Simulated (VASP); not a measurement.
A convergence study with VASP on LaAlO₃ (cubic perovskite): one setting is varied, all else stays as given below, so the limit is that of these other settings. Each run relaxes cell and ions; the cell shown is the tightest run's result. The basis is that of the starting cell, so low cut-offs carry a Pulay error.

```
AlLaO3
1.0
    3.80997     0.00000     0.00000
    0.00000     3.80997     0.00000
    0.00000     0.00000     3.80997
La Al O
1 1 3
Direct
  0.00000   0.00000   0.00000
  0.50000   0.50000   0.50000
  0.50000   0.00000   0.50000
  0.00000   0.50000   0.50000
  0.50000   0.50000   0.00000
```

The numbers are results of PBE GGA, VASP's PBE PAW potentials (set 64) (plane waves; VASP), not measurements. The tightest run used: 800 eV cut-off, 5×5×5 Γ-centred mesh, Gaussian smearing of 0.050 eV, potentials La Al O.

The reference is ENCUT = 800, which took about 2 core-minutes. Costs are core time on shared hosts, one run each; read them as rough ratios.

**Question.** Of the settings ENCUT = 250; ENCUT = 300; ENCUT = 350; ENCUT = 400; ENCUT = 450; ENCUT = 600; ENCUT = 650; ENCUT = 700; ENCUT = 750; ENCUT = 800, which is the lowest that keeps the difference from the reference in relaxed volume (Å³/atom) within 0.1 from there on, and what does it cost?

**Answer.** ENCUT = 450; its cost over the reference is about 1/5.
```
setting      difference in relaxed volume (Å³/atom)  cost over the reference
-----------  --------------------------------------  -----------------------
ENCUT = 250                                   2.021     within a factor of 2
ENCUT = 300                                   1.239                about 1/4
ENCUT = 350                                   0.637                about 1/3
ENCUT = 400                                   0.234                about 1/3
ENCUT = 450                                   0.053                about 1/5
ENCUT = 600                                   0.007                about 1/5
ENCUT = 650                                   0.014                about 1/3
ENCUT = 700                                   0.012     within a factor of 2
ENCUT = 750                                   0.005     within a factor of 2
ENCUT = 800                                   0.000                reference
```

Left out are rungs that failed or repeat a setting and relaxations that didn't move; long series are thinned to 24 rows.

The compound is LaAlO3 in the cubic perovskite structure, the ideal cubic form; the compound distorts at low or room temperature.
